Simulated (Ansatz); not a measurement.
# HfO2: excitons and shallow donors from band masses and screening

Computed with DFT r2SCAN, scalar-relativistic, plane waves, PAW in Ansatz.

Plane waves to 500 eV, a k mesh through Γ of 6×6×6 on the computed 12-atom cell and Gaussian smearing (0.02 eV); no spin polarisation.

Relaxed cell: P2_1/c, a = 5.114 Å, b = 5.182 Å, c = 5.295 Å, α = 90.00°, β = 99.46°, γ = 90.00°, 12 atoms in the primitive cell.

The calculation gives a Kohn–Sham gap of 4.59 eV, an electron mass of 1.38 mₑ and a hole mass of 2.75 mₑ (harmonic means over x, y, z and over the bands degenerate at each edge), and ε∞ = 4.61 (independent particles, mean of the diagonal). Masses and screening differ among the axes, which the isotropic model averages.

Estimate the binding energy and radius of a Wannier–Mott exciton and of a shallow donor, and say whether the hydrogenic model can hold.

The reduced mass is μ = mₙmₕ/(mₙ + mₕ) = 0.92 mₑ, with mₙ and mₕ the band masses. With E_b = 13.606 eV × μ/ε² and a = 0.529 Å × ε/μ (μ in mₑ) the exciton has E_b = 589 meV and a = 2.7 Å. For a donor μ is the electron mass: 886 meV and 1.8 Å. The radius isn't large against the shortest lattice vector (5.11 Å), so the continuum picture is doubtful and the numbers are only a scale. In a polar crystal the ions screen too, so a state bound more weakly than an optical phonon feels the larger static constant, which lowers the energy and widens the orbit. The other way, the small Kohn–Sham gap and the missing local fields make ε∞ too large and the masses tend to be too light, which underbinds. The edges lie at different points of the zone, so the exciton is indirect.

Spin-orbit coupling is left out, which matters for the bands of heavy elements.